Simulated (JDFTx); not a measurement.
Fe:

```
CELL_PARAMETERS angstrom
-1.44300 1.44300 1.44300
1.44300 -1.44300 1.44300
1.44300 1.44300 -1.44300
ATOMIC_POSITIONS crystal
Fe 0.00000 0.00000 0.00000
```

```yaml
Program: JDFTx 1.7.0 (patched build)
Task: relaxation of cell and atoms
Functional: PBE
Potentials_or_basis: Ansatz-NC-SR-PBE with smoothed tails
Cutoff: 1225 eV
Density_cutoff: 4898 eV
k_mesh: 8 × 8 × 8
Occupations: fermi-dirac, width 0.05 eV
Spin: collinear spin, ferromagnetic start
Starting_moments: "[3.0] μB"
```

At the start: pressure -7.7 GPa; volume 12.02 Å³/atom.

**Question.** How do energy, volume and symmetry change on relaxing?

**Answer.** Over 5 steps the energy falls by 12.3 meV/atom and the volume is 11.52 Å³/atom (-4.1 %); space group Im-3m (No. 229, to 0.05 Å); moment 2.33 μB per cell.

Step by step:
| step | energy change (eV) | largest force (eV/Å) | pressure (GPa) | volume (Å³) |
| --- | --- | --- | --- | --- |
| 1 | 0.0000 | 0.0000 | -7.69 | 12.02 |
| 2 | -0.0052 | 0.0000 | -5.96 | 11.90 |
| 3 | -0.0123 | 0.0000 | -0.03 | 11.52 |
| 4 | -0.0123 | 0.0000 | 0.00 | 11.52 |
| 5 | -0.0123 | 0.0000 | 0.00 | 11.52 |

Final structure:
```yaml
crystal:
  lattice:
    - [-1.42281, 1.42281, 1.42281]
    - [1.42281, -1.42281, 1.42281]
    - [1.42281, 1.42281, -1.42281]
  atoms:
    - { symbol: Fe, position: [0.00000, 0.00000, 0.00000] }
```

Caveat: the k mesh is coarse (spacing up to 0.38 Å⁻¹), so the values aren't converged.
